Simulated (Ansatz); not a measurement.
# Pt: a surface, (110), 5 layers

Aim: cut a slab of Pt (110), 5 layers from the relaxed bulk, relax it, and get surface energy and work function. The runs shown use PAW. Its runs: bulk cell relaxed (PAW); bulk in the slab's orientation (PAW); the reference run (PAW); atoms relaxed (PAW); no images along the normal (PAW); field of 0.1 V/Å along the normal (PAW); core holes in 4f of Pt (PAW).

Method: DFT, PBE, PAW with Ansatz's default frozen-core files, scalar-relativistic, in Ansatz 0.2.0.

1 further run of the same task is left out (it didn't finish).

## Step 1: Starting point

The structure is cubic, space group Fm-3m (No. 225). The conventional cell has a = 3.972 Å, b = 3.972 Å, c = 3.972 Å, α = 90.00°, β = 90.00°, γ = 90.00°. Around Pt (site symmetry m-3m) lie 12 Pt at 2.81 Å.

Structure file:

```
Pt
1.0
     0.00000    1.98577    1.98577
     1.98577    0.00000    1.98577
     1.98577    1.98577    0.00000
Pt
1
Cartesian
  0.0000 0.0000 0.0000
```

## Step 2: Bulk cell relaxed, PAW

The input, input.yaml:

```yaml
crystal:
  lattice:
    - [0.0, 1.9857740511, 1.9857740511]
    - [1.9857740511, 0.0, 1.9857740511]
    - [1.9857740511, 1.9857740511, 0.0]
  atoms:
    - { symbol: Pt, position: [0.0, 0.0, 0.0] }
kpoints:
  mp_grid: { grid: [19, 19, 19] }
scf:
  occupations: { method: fermi_dirac, width: 0.1 }
hamiltonian:
  xc: pbe
  pseudopotentials: { kind: paw }
output:
  forces: true
  stress: true
relax:
  f_tol: 0.005
  max_steps: 40
  cell: {}
```

Started as:

```bash
$ ansatz run input.yaml --threads 2 --pin off --max-ram 4096MiB --backend cpu --events-out ev --progress --plain --runs-dir out
```

Further steps of the session: Bulk in the slab's orientation, PAW; Slab as cut, PAW; Atoms relaxed, PAW; No images along the normal, PAW; Field of 0.1 V/Å along the normal, PAW; Core holes in 4f of Pt, PAW.

**Question.** What will these runs give? Wanted: surface energy; work function; outer layer spacing; core-level shifts among the layers.

As calculated:

| quantity | value |
| --- | --- |
| surface energy (PAW, relaxed) | 1.86 J/m² |
| work function (PAW, relaxed) | 5.12 eV |
| outer layer spacing (PAW) | 1.40 → 1.17 Å |
| core-level shifts among the layers (PAW holes) | Pt1 +0.00, Pt2 +0.43, Pt3 +0.57 eV |

**Reading.** By PAW the surface costs 2.02 J/m² as cut and 1.86 J/m² relaxed. The outermost spacing changes by -16.7 % (PAW). The field of 0.1 V/Å along the normal induces a dipole of 0.050 e·Å per cell (PAW). Thickness wasn't converged, and no reconstruction was sought. Spin-orbit coupling is left out, though the cell holds Pt; in elements this heavy it can shift bands and gaps by tenths of an eV.
